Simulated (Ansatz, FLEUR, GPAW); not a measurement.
**BaZrO3: 3 runs at one level of theory**

```
Ba Zr O
1.0
     4.19134    0.00000    0.00000
     0.00000    4.19134    0.00000
     0.00000    0.00000    4.19134
Ba Zr O
1 1 3
Direct
  0.00020 0.00777 0.99258
  0.50054 0.50828 0.49188
  0.49283 0.50117 0.00047
  0.49436 0.00155 0.50659
  0.99417 0.50599 0.50463
```

Atoms were shifted at random by some hundredths of an Å from the given cell, which wasn't relaxed again for these runs.

Alike in all runs: task single point; functional PBEsol; k mesh 6 × 6 × 6; occupations fermi-dirac, width 0.05 eV; no spin polarisation; no spin-orbit coupling. Pressure is positive in compression and, in plane waves, holds the error of the finite cutoff.

| program and potentials | plane-wave cutoff (eV) | notes | band gap (eV) | pressure (GPa) | largest force (eV/Å) |
| --- | --- | --- | --- | --- | --- |
| FLEUR, all-electron, FLAPW | - | - | ? | - | ? |
| GPAW, PAW data sets generated for this functional | 800 | - | 3.14 | -1.41 | 0.255 |
| Ansatz, all-electron LAPW, scalar-relativistic | - | - | 3.18 | -1.12 | 0.278 |

Question: Estimate from the other rows what the run with FLEUR, all-electron, FLAPW gave.

Answer: Band gap 3.18 eV; largest force 0.274 eV/Å. The other rows, which needn't bracket it: band gap 3.14 to 3.18; pressure -1.41 to -1.12; largest force 0.255 to 0.278.
